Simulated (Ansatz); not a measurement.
# Cu: the cost of one run

Program: Ansatz 0.2.0. Level of theory: DFT LDA, scalar-relativistic, plane waves, PAW. These are calculated values, not measurements.

### Step 1. Starting point

Symmetry: P4/mmm, No. 123, tetragonal system. Conventional cell: a = 2.556 Å, b = 2.556 Å, c = 32.075 Å, α = 90.00°, β = 90.00°, γ = 90.00°. Cu (site symmetry 4mm) is surrounded by 8 Cu at 2.56 Å. Cu (site symmetry 4mm) is surrounded by 12 Cu at 2.56 Å. Cu (site symmetry 4/mmm) has 12 Cu at 2.56 Å as nearest neighbours.

Coordinates:

```
CELL_PARAMETERS angstrom
2.55619 0.00000 0.00000
0.00000 2.55619 0.00000
0.00000 0.00000 32.07500
ATOMIC_POSITIONS crystal
Cu 0.00000 0.00000 0.21824
Cu 0.50000 0.50000 0.27459
Cu 0.00000 0.00000 0.33094
Cu 0.50000 0.50000 0.38730
Cu 0.00000 0.00000 0.44365
Cu 0.50000 0.50000 0.50000
Cu 0.00000 0.00000 0.55635
Cu 0.50000 0.50000 0.61270
Cu 0.00000 0.00000 0.66906
Cu 0.50000 0.50000 0.72541
Cu 0.00000 0.00000 0.78176
```

### Step 2. Relaxing the atoms: Cu11 slab, no spin

input.yaml reads:

```yaml
crystal:
  lattice:
    - [2.55619101, 0.0, 0.0]
    - [0.0, 2.55619101, 0.0]
    - [0.0, 0.0, 32.075]
  atoms:
    - { symbol: Cu, position: [0.0, 0.0, 0.2182385035] }
    - { symbol: Cu, position: [0.5, 0.5, 0.2745908028] }
    - { symbol: Cu, position: [0.0, 0.0, 0.3309431021] }
    - { symbol: Cu, position: [0.5, 0.5, 0.3872954014] }
    - { symbol: Cu, position: [0.0, 0.0, 0.4436477007] }
    - { symbol: Cu, position: [0.5, 0.5, 0.5] }
    - { symbol: Cu, position: [0.0, 0.0, 0.5563522993] }
    - { symbol: Cu, position: [0.5, 0.5, 0.6127045986] }
    - { symbol: Cu, position: [0.0, 0.0, 0.6690568979] }
    - { symbol: Cu, position: [0.5, 0.5, 0.7254091972] }
    - { symbol: Cu, position: [0.0, 0.0, 0.7817614965] }
scf:
  occupations: { method: gaussian, width: 0.1 }
output:
  forces: true
  stress: false
  write_density: true
  write_potential: true
  elf: true
  volumetric_format: npy
hamiltonian:
  xc: lda
kpoints:
  mp_grid: { grid: [15, 15, 1] }
relax:
  f_tol: 0.01
```

Launch:

```sh
$ ansatz run input.yaml --threads 8 --pin off --max-ram 20480MiB --backend cpu --events-out ev --progress --plain --runs-dir out
```

**Question.** How long does this run take on 8 threads of Intel Xeon Platinum 8488C (Sapphire Rapids), shared host, and how much memory does it need?

About 45 s, with a peak of 1.8 GiB.
